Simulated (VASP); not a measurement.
Write the native input for VASP 6.6.1 that does the following.

- Task: single point
- Functional: PBE
- Potentials or basis: VASP PAW PBE potentials, release 64 (Cd)
- Cutoff: 520 eV
- k mesh: 6 × 6 × 1
- Occupations: gaussian, width 0.1 eV
- Spin: no spin polarisation
- Dipole correction: yes
- Further INCAR settings: ALGO = Fast; EDIFF = 1e-06; NBANDS = 12

The structure of Cd lies in POSCAR:

```
Cd
1.0
    3.3846540000      0.0000000000      0.0000000000
    0.0000000000      3.3846540000      0.0000000000
    0.0000000000      0.0000000000     14.0000000000
Cd
1
Direct
    0.0000000000      0.0000000000      0.5000000000
```

The cell was built by a generator and needn't be a form met in nature.

One way to write it, as run:

INCAR

```
SYSTEM = Cd
PREC = Accurate ; ENCUT = 520
EDIFF = 1E-6 ; ISMEAR = 0
SIGMA = 0.1 ; LREAL = .FALSE.
LASPH = .TRUE. ; NELM = 100
ALGO = Fast ; ISIF = 2
LWAVE = .FALSE. ; LCHARG = .FALSE.
LDIPOL = .TRUE. ; IDIPOL = 3
DIPOL = 0.5 0.5 0.500 ; GGA = PE
NBANDS = 12
```

KPOINTS

```
Automatic mesh
0
G
  6 6 1
  0 0 0
```

Potentials or basis: VASP PAW PBE potentials, release 64 (Cd).

Launch:

```console
$ cat potpaw_PBE.64/Cd/POTCAR > POTCAR
$ mpirun -np 1 vasp_std > vasp.out
```

Results of the run:

```json
{
 "Band gap on the k mesh": "none (metal or under the smearing width)"
}
```

Run time: 29 s on 1 thread of Intel(R) Xeon(R) Platinum 8488C (Sapphire Rapids), with other jobs on the host, peak memory 0.26 GiB.
